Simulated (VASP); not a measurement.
**EuS: single point with PBE+U**

The system is EuS.

```
CELL_PARAMETERS angstrom
0.00000 2.99323 2.99323
2.99323 0.00000 2.99323
2.99323 2.99323 0.00000
ATOMIC_POSITIONS crystal
Eu 0.50000 0.50000 0.50000
S 0.00000 0.00000 0.00000
```

The cell was built by a generator and isn't the measured one.

```
Program             : VASP 6.6.1
Task                : single point
Functional          : PBE
Potentials or basis : VASP PAW PBE potentials, release 64 (Eu, S)
Cutoff              : 520 eV
k mesh              : 8 × 8 × 8
Occupations         : gaussian, width 0.02 eV
Spin                : collinear spin, typed start
Starting moments    : [7.55, 0.0] μB
Hubbard terms       : Eu f U = 6.0 eV
```

The pressure is 0.2 GPa. The band gap on the k mesh is 0.50 eV, indirect (least direct gap 0.77 eV). The net moment is 7.00 μB per cell and the site moments are Eu +6.72; S -0.06 μB. The valence electrons inside the program's atomic spheres are Eu 14.88; S 3.76.

Levels at points of the mesh, in eV from the valence-band top:
Spin up:
```
           k point  band 12  band 13  band 14  band 15  band 16  band 17  band 18  band 19
(0.00, 0.00, 0.00)    -0.56     0.00     0.00     0.00     2.01     2.40     2.40     2.40
(0.50, 0.00, 0.00)    -0.59    -0.59    -0.56    -0.56     4.10     4.52     5.00     5.00
(0.50, 0.50, 0.00)    -0.61    -0.58    -0.27    -0.27     0.50     4.42     4.42     5.81
```
Spin down:
```tsv
k point	band 4	band 5	band 6	band 7	band 8	band 9	band 10	band 11	band 12	band 13
(0.00, 0.00, 0.00)	-16.23	-12.33	-1.46	-1.46	-1.46	2.44	3.05	3.05	3.05	4.00
(0.50, 0.00, 0.00)	-16.26	-11.34	-4.00	-2.60	-2.60	4.26	5.20	5.98	5.98	7.48
(0.50, 0.50, 0.00)	-16.36	-12.00	-2.62	-1.82	-1.82	1.01	5.02	5.26	6.74	7.24
```

Eigenvalues of the final occupation matrices:
| site | spin | trace | eigenvalues |
| --- | --- | --- | --- |
| site 1 f | 1 | 6.83 | 0.97 0.97 0.97 0.98 0.98 0.98 0.98 |
| site 1 f | 2 | 0.01 | 0.00 0.00 0.00 0.00 0.00 0.00 0.00 |

Run time: 67 s on 1 thread of Intel(R) Xeon(R) Platinum 8488C (Sapphire Rapids) (shared host), peak memory 0.24 GiB.

Caveat: spin-orbit coupling is left out, which moves the levels of the heavy elements; a cell with one magnetic atom can't hold antiferromagnetic order, which such compounds often take. The state reached can hang on the start; a lower one may exist.
